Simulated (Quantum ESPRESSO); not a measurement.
## KBr: phonon spectrum and thermodynamics under several settings

```
CELL_PARAMETERS angstrom
0.00000 3.30000 3.30000
3.30000 0.00000 3.30000
3.30000 3.30000 0.00000
ATOMIC_POSITIONS crystal
Br 0.50000 0.50000 0.50000
K 0.00000 0.00000 0.00000
```

All runs used Quantum ESPRESSO 7.5; k mesh 4 × 4 × 4, shifted; relaxed cell; no spin polarisation; occupations smeared at first, fixed for the response; q mesh 2 × 2 × 2.

```tsv
level	potentials	cutoff (eV)	volume (Å³/atom)	highest frequency (cm⁻¹)	zero-point energy (meV/atom)	entropy at room temperature (k_B/atom)
LDA	PseudoDojo 0.4.1 SR LDA standard	980	32.31	172	18.5	5.49
PBE	PseudoDojo 0.4.1 SR PBE standard	1007	?	?	?	?
PBEsol	PseudoDojo 0.4.1 SR PBEsol standard	1007	35.10	159	16.3	5.82
```

Question: What stands in the row left open?

Answer: Volume 37.64 Å³/atom; highest frequency 151 cm⁻¹; zero-point energy 15.4 meV/atom; entropy at room temperature 5.98 k_B/atom.

For the row left open. Caveat: the q mesh is small, so phonon branches between its points and thermal values are rough.
